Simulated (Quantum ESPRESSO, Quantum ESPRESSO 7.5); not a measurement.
# The band gap of zinc-blende ZnSe: PBE0 too high, HSE06 too low on a coarse exchange mesh

## Reference data

The reference is a band gap of 2.82 eV for bulk ZnSe, quoted as an experimental literature value in the theory part of "Pinned Magnetic Impurity Levels in Doped Quantum Dots" (2006, arXiv:cond-mat/0608734). Neither the method nor the temperature of the measurement is stated. My own reading is that the number belongs to the direct gap at the zone centre at low temperature, since the room-temperature gap is noticeably smaller. Without the method I cannot say whether it is an optical edge, which would include exciton binding, or a gap already corrected for it. I therefore compare with the value as it stands.

| compared with | measured | source's wording or label | method |
| --- | --- | --- | --- |
| gap (eV) | 2.82 | band gap of bulk ZnSe, quoted experimental value | method not stated |

Conditions are those given with the value in the passage it was taken from; "not stated" means there, and the paper may say more elsewhere.

## Method

I want the gap of bulk ZnSe within 0.2 eV of the reference. That is tight enough to expose the usual failure of semilocal functionals, which is of the order of an electronvolt here, and loose enough for the physics my model omits. The model is the two-atom zinc-blende cell at the diffraction lattice constant, static and scalar-relativistic. Spin-orbit coupling would raise the valence top and close the gap by roughly 0.1 eV; zero-point motion would usually take off some hundredths more. A calculation without either should thus lie somewhat above a low-temperature measurement.

I go straight to a hybrid functional. PBE and BLYP are cheap, but their gaps are too small for a reason no denser mesh repairs. After the main result I will set a screened hybrid beside it and use PBE to test the k mesh and the location of the band edges.

System: ZnSe (zinc selenide); F-43m (No. 216), 2 atoms in the primitive cell; the database structure is a diffraction structure: a = 5.668 Å.

## 1. PBE0 first

Among hybrids I start with PBE0. HSE06 screens the long-range exchange and, in my experience, tends to leave the gaps of the wider-gap II–VI compounds too small; the full-range quarter of exact exchange in PBE0 opens them further. I expect a value near the reference or somewhat above it. The point to watch is the 4×4×4 mesh, because unscreened exchange converges slowly with k points.

**Run 1.** Quantum ESPRESSO 7.5: PBE0, PseudoDojo norm-conserving potentials, database cell, levels on the SCF mesh alone, cutoff 69 Ry, 4x4x4 k mesh, fixed occupations; exchange on the same mesh.

Key lines of the input:
```
! potential files: PseudoDojo norm-conserving potentials, made for PBE
&control
  calculation = 'scf'
/
&system
  nat = 2
  ntyp = 2
  ecutwfc = 69
  input_dft = 'pbe0'
  occupations = 'fixed'
  nbnd = 24
  nqx1 = 4
  nqx2 = 4
  nqx3 = 4
  ecutfock = 120
/
&electrons
  conv_thr = 1.0d-8
  electron_maxstep = 100
  mixing_beta = 0.4
/
ATOMIC_SPECIES
  Zn 65.380 Zn.upf
  Se 78.971 Se.upf
[... cell and positions ...]
K_POINTS automatic
  4 4 4 0 0 0
```

Command:
```
OMP_NUM_THREADS=1 mpirun -n 4 pw.x -nk 4 -in mesh.in > mesh.out
```

Selected lines of the output:
```
     number of k points=     8
     highest occupied, lowest unoccupied level (ev):     7.2396   10.3870
     est. exchange err (dexx)  =          2.3E-09 Ry
```

Converged; 5.2 min on 4 cores of Arm Neoverse V1, shared host.

| quantity | run 1 | measured | deviation |
| --- | --- | --- | --- |
| gap (eV) | 3.147 | 2.82 | +0.327 |
| direct gap (eV) | 3.147 |  |  |

PBE0 gives 3.147 eV, which is 0.327 eV above the reference and outside my target. The sign is the one I expected, but the size is larger than I wanted. The smallest gap on this mesh is direct, which fits a zone-centre gap. The exchange energy is converged within the run, but that says nothing about the 4×4×4 mesh on which the exchange is sampled.

## 2. Screened exchange and a PBE mesh check

I now run HSE06 with the same potentials, cutoff and mesh, so that the difference from PBE0 comes from screening the exchange. I expect the gap to fall by several tenths of an electronvolt, probably to below the reference.

With it go two PBE runs. One repeats the hybrid settings and gives the semilocal gap for scale. The other has a denser mesh, a higher cutoff and levels along the high-symmetry path, and so tests whether the coarse mesh catches the band edges. I expect the two PBE gaps to agree closely. This pair checks the semilocal part only; the k-point convergence of the exact exchange remains untested.

**Run 2.** Quantum ESPRESSO 7.5: HSE06, PseudoDojo norm-conserving potentials, database cell, levels on the SCF mesh alone, cutoff 69 Ry, 4x4x4 k mesh, fixed occupations; exchange on the same mesh.

Key lines of the input, as changed from run 1:
```diff
  &system
-   input_dft = 'pbe0'
+   input_dft = 'hse'
```

Selected lines of the output:
```
     highest occupied, lowest unoccupied level (ev):     7.6150   10.0746
```

Converged; 5.2 min on the same hardware.

**Run 3.** Quantum ESPRESSO 7.5: PBE, PseudoDojo norm-conserving potentials, database cell, levels on the SCF mesh alone, cutoff 69 Ry, 4x4x4 k mesh, fixed occupations.

Key lines of the input, as changed from run 1:
```diff
  &control
+   tstress = .true.
  &system
-   input_dft = 'pbe0'
-   nqx1 = 4
-   nqx2 = 4
-   nqx3 = 4
-   ecutfock = 120
```

Selected lines of the output:
```
          total   stress  (Ry/bohr**3)                   (kbar)     P=      -74.78
     highest occupied, lowest unoccupied level (ev):     8.4128    9.6894
```

Converged; 4.3 s on the same hardware.

**Run 4.** Quantum ESPRESSO 7.5: PBE, PseudoDojo norm-conserving potentials, database cell, levels along the high-symmetry path, cutoff 86 Ry, 8x8x8 k mesh, Gaussian smearing 0.02 eV.

Key lines of the input, as changed from run 3:
```diff
  &control
-   calculation = 'scf'
-   tstress = .true.
+   calculation = 'bands'
  &system
-   ecutwfc = 69
-   occupations = 'fixed'
+   ecutwfc = 86
+   occupations = 'smearing'
+   smearing = 'gaussian'
+   degauss = 0.00147
- K_POINTS automatic
-   4 4 4 0 0 0
+ K_POINTS crystal
+   62
+   0.00000000 0.00000000 0.00000000 1
+   ...
```

Command:
```
OMP_NUM_THREADS=1 mpirun -n 8 pw.x -nk 8 -in bands.in > bands.out
```

Selected lines of the output:
```
     kinetic-energy cutoff     =      86.0000  Ry
     number of k points=    62  Gaussian smearing, width (Ry)=  0.0015
```

Converged; 79 s on 8 cores of Intel Xeon at 2.50GHz (Skylake/Cascade Lake), shared host (all steps together).

| quantity | run 2 | run 3 | run 4 | measured |
| --- | --- | --- | --- | --- |
| gap (eV) | 2.460 | 1.277 | 1.290 | 2.82 |
| direct gap (eV) | 2.460 | 1.277 | 1.290 |  |

HSE06 gives 2.460 eV, 0.360 eV below the reference, so it misses the target as PBE0 does, from the other side. Screening the exchange lowers the gap by about 0.69 eV, and the measured value lies near the middle of that interval. The two misses are too similar in size to rank the hybrids, the more so as the exchange mesh is untested.



PBE falls short by about 1.5 eV. Its gap changes by only 0.013 eV between the coarse-mesh run and the path run with denser mesh and higher cutoff, and it is direct in both, so the coarse mesh does catch the band edges. The pressure of −74.78 kbar at the lower cutoff is a warning, though. PBE usually prefers a cell somewhat larger than the measured one, which would give a positive pressure; I suspect Pulay stress from an incomplete basis. The PBE gap is little affected, but I would not use that cutoff to relax the cell.

## Comparison with experiment

| run | settings | gap (eV) | deviation | cost |
| --- | --- | --- | --- | --- |
| 1 | PBE0, on mesh, 4x4x4 mesh, fixed occupations | 3.147 | +0.327 | 21 core-min |
| 2 | HSE06, on mesh, 4x4x4 mesh, fixed occupations | 2.460 | −0.360 | 21 core-min |
| 3 | PBE, on mesh, cutoff 69 Ry, 4x4x4 mesh, fixed occupations | 1.277 | −1.543 | under 1 core-min |
| 4 | PBE, levels along the high-symmetry path, cutoff 86 Ry, 8x8x8 k mesh, Gaussian smearing 0.02 eV | 1.290 | −1.530 | 11 core-min |
|  | measured | 2.82 |  |  |

## Discussion

PBE0, the level I committed to, misses the target: its gap of 3.147 eV is 0.327 eV above the reference, where I had allowed 0.2 eV. HSE06 misses by a similar amount on the low side, at 2.460 eV. Each hybrid took about five minutes on four cores.

The PBE0 excess is partly accounted for by what the model omits. Spin-orbit coupling would lower the gap by roughly 0.1 eV and zero-point motion by some hundredths more. If the reference is an optical edge, exciton binding would account for another small part of the difference. These are estimates from general knowledge, and together they would bring PBE0 close to the edge of the target, too close to call it a pass. For HSE06 the same corrections go the wrong way and would widen its shortfall.

The HSE06 run was the most informative comparison. With all else equal, screening the exchange moves the gap by about 0.69 eV on this mesh, enough to carry it from one side of the reference to the other. PBE, about 1.5 eV too low, confirms that a semilocal functional was no shortcut.

The main uncertainty is the sampling of the exact exchange. A denser mesh for the hybrids was not examined here, so I cannot say how much of either miss belongs to the functional, nor rank the two. The signs do fit what is generally known of ZnSe, where PBE0 tends to overshoot the gap and HSE06 to undershoot it, so I expect a denser mesh to change the sizes of the misses rather than their directions. The reference itself is a lesser worry: its source states neither temperature nor method, but the value fits the low-temperature gap of ZnSe, and exciton binding is small on the scale of these misses. The next step I would take is PBE0 with a denser exchange mesh.

[Logs are printed without paths, hosts, clocks, repeated set-up lines and the standing remarks that a program may print on its own settings, such as how far it seeks lower states.]

[The runs shown are a pick from a larger set of finished runs; failed, doubtful and other runs were left out of it ahead of writing. So were measured values far from every level or from commonly accepted values, and agreement can look better than it is. Lines of input and output are excerpts and may be shortened.]
